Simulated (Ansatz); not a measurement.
The system is CoO.

```xyz
2
Lattice="-1.5080 1.5080 2.1072 1.5080 -1.5080 2.1072 1.5080 1.5080 -2.1072" Properties=species:S:1:pos:R:3 pbc="T T T"
Co    0.0000    0.0000    0.0000
O     0.0000    0.0000    2.1072
```

Base run:

```yaml
Program: Ansatz 0.2.0
Functional: LDA
Potentials_or_basis: Ansatz PAW
Cutoff: 420 eV
Density_cutoff: 1680 eV
k_mesh: 12 × 12 × 12
Occupations: fermi-dirac, width 0.05 eV
Spin: collinear spin, ferromagnetic start
Starting_moments: "[2.0, 0.0] μB"
```

Its results: band gap on the k mesh none (metal or under the smearing width); pressure -17.8 GPa; net moment 2.86 μB per cell; site moments Co +2.40; O +0.33 μB.

Task: After a change of settings the same cell gave: band gap on the k mesh none (metal or under the smearing width); pressure 8.1 GPa; net moment 2.92 μB per cell; site moments Co +2.48; O +0.30 μB. Which change was it?
A. functional from LDA to r2SCAN; cutoff from 420 eV to 500 eV; density cutoff from 1680 eV to 2000 eV
B. functional from LDA to PBE; occupations from fermi-dirac, width 0.05 eV to gaussian, width 0.02 eV
C. functional from LDA to PBEsol; occupations from fermi-dirac, width 0.05 eV to gaussian, width 0.1 eV
D. functional from LDA to RPBE; occupations from fermi-dirac, width 0.05 eV to gaussian, width 0.05 eV

Result: D.

Caveats: a cell with one magnetic atom can't hold antiferromagnetic order, which such compounds often take; semilocal functionals often make such compounds metallic where correlation or magnetic order opens a gap, which also shifts bond lengths; the PAW data sets come from PBE, with cores solved anew for the run's functional, which leaves a small shift of forces and pressure; the potentials were made for another functional, which shifts forces and pressure (some runs).

Not every run made on this cell is shown here.
